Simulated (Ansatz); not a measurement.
# Y: what a guessed cell relaxes into

The task: take a trial cell of Y to zero force and stress.

Method: DFT PBE, scalar-relativistic, plane waves, PAW, in Ansatz 0.2.0.

1 further run of the same task is left out (set aside as unsound or not needed).

### Step 1. The starting structure

The structure is tetragonal, space group I4/mcm (No. 140). Conventional cell: a = 8.057 Å, b = 8.057 Å, c = 6.176 Å, α = 90.00°, β = 90.00°, γ = 90.00°. Y (site symmetry m2m) is surrounded by 2 Y at 3.04 Å. Y (site symmetry 4/m) has 6 Y at 3.04 to 3.09 Å in its first shell of neighbours.

Coordinates:

```cif
data_structure
_symmetry_space_group_name_H-M 'P 1'
_symmetry_Int_Tables_number 1
_cell_length_a 6.4799
_cell_length_b 6.4799
_cell_length_c 6.4799
_cell_angle_alpha 103.124
_cell_angle_beta 103.124
_cell_angle_gamma 123.084
_cell_volume 200.43
loop_
_atom_site_label
_atom_site_type_symbol
_atom_site_fract_x
_atom_site_fract_y
_atom_site_fract_z
_atom_site_occupancy
Y1 Y 0.65750 0.84250 0.50000 1
Y2 Y 0.15750 0.65750 0.81500 1
Y3 Y 0.34250 0.15750 0.50000 1
Y4 Y 0.84250 0.34250 0.18500 1
Y5 Y 0.00000 0.00000 0.00000 1
Y6 Y 0.50000 0.50000 0.00000 1
```

A structure generator made this guess: one element on all sites of the Tl2Pt type (I4/mcm, No. 140). Its size is a rough estimate.

### Step 2. Probe: one point on a coarse mesh

input.yaml

```yaml
crystal:
  lattice:
    - [-4.02834651, 4.02834651, 3.08778844]
    - [4.02834651, -4.02834651, 3.08778844]
    - [4.02834651, 4.02834651, -3.08778844]
  atoms:
    - { symbol: "Y", position: [0.65750001, 0.84249999, 0.5] }
    - { symbol: "Y", position: [0.15750001, 0.65750001, 0.81500003] }
    - { symbol: "Y", position: [0.34249999, 0.15750001, 0.5] }
    - { symbol: "Y", position: [0.84249999, 0.34249999, 0.18499997] }
    - { symbol: "Y", position: [0.0, 0.0, 0.0] }
    - { symbol: "Y", position: [0.5, 0.5, 0.0] }
basis:
  ecutwfc: 420
kpoints:
  mp_grid: { grid: [4, 4, 4] }
hamiltonian:
  xc: pbe
scf:
  occupations: { method: gaussian, width: 0.1 }
  lower_state_search: "off"
output:
  forces: true
  stress: true
  eigenvalues: true
```

Started as:

```console
$ ansatz run input.yaml --threads 1 --pin off --max-ram 2560MiB --backend cpu --events-out ev --progress --plain --runs-dir out
```

Further runs follow: final relaxation.

Before running it: what results should come out? Wanted: conventional cell; volume; energy over the standard state; gap on the mesh.

The runs gave:

```
                              quantity                                                                      value
symmetry at the end (tolerance 0.05 Å)                                               space group I4/mcm (No. 140)
                     conventional cell  a = 8.457 Å, b = 8.457 Å, c = 5.523 Å, α = 90.00°, β = 90.00°, γ = 90.00°
                                volume                                                              32.92 Å³/atom
        energy over the standard state                                                              +0.37 eV/atom
                       gap on the mesh                                                               none (metal)
```

**Reading.** The space group I4/mcm (No. 140) is kept, and the volume per atom shrinks by 1.4 % from the first guess. It lies above the element's standard state, so it is metastable at best. No finished test with a distortion of lower symmetry is shown, so the end may be a saddle point.
